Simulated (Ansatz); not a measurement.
Runs of Ansatz 0.2.0 on PtS2. The structure is trigonal, space group P-3m1 (No. 164). The conventional cell has a = 3.543 Å, b = 3.543 Å, c = 5.039 Å, α = 90.00°, β = 90.00°, γ = 120.00°. Pt (site symmetry -3m) has 6 S at 2.34 Å as nearest neighbours. S (site symmetry 3m) is surrounded by 3 Pt at 2.34 Å. 

```tsv
task	level	spin	cell	k mesh	cutoff (eV)	smearing	points for each segment of the path	gap on the mesh (eV)	pressure (GPa)	largest force (eV/Å)
single point	PBE	off	as given	9 × 9 × 5	420	gaussian 0.023 eV	-	1.02	11.6	1.26
single point	PBE	off	as given	9 × 9 × 5	420	gaussian 0.02 eV	-	1.02	11.6	1.26
band structure	r2SCAN	SOC, no magnetisation	as given	7 × 7 × 4	500	fermi-dirac 0.05 eV	14	1.06	(a)	1.22
single point	PBE	off	as given	9 × 9 × 5	420	gaussian 0.013 eV	-	1.02	11.6	1.26
single point	PBE	off	as given	9 × 9 × 5	420	gaussian 0.012 eV	-	1.02	11.6	1.26
relaxation of cell and atoms	BLYP	off	relaxed	9 × 9 × 5	420	fermi-dirac 0.05 eV	-	1.69	0.0	-
single point	PBE	off	as given	9 × 9 × 5	420	gaussian 0.018 eV	-	1.02	11.6	1.26
single point	PBE	off	as given	9 × 9 × 5	420	gaussian 0.027 eV	-	1.02	11.6	1.26
```

Alike in all rows: potentials or basis Ansatz PAW.

Problem. Fill in the values left out.

Solution. (a) 9.2.

Caveats: odd divisions of the mesh miss points on the zone boundary, where band edges often lie, so the gap on the mesh can be too wide (some runs); spin-orbit coupling is left out, which moves the levels of the heavy elements (some runs); forces of over 1 eV/Å show positions far from the minimum, so gaps and moduli don't describe the material at rest (some runs); the PAW data sets come from PBE, with cores solved anew for the run's functional, which leaves a small shift of forces and pressure (some runs); the plane-wave basis is chosen anew once the cell has moved, so the energies of steps on either side of that aren't comparable (some runs).

A k mesh can miss the band edges, and rows without SOC leave out spin-orbit coupling on Pt.
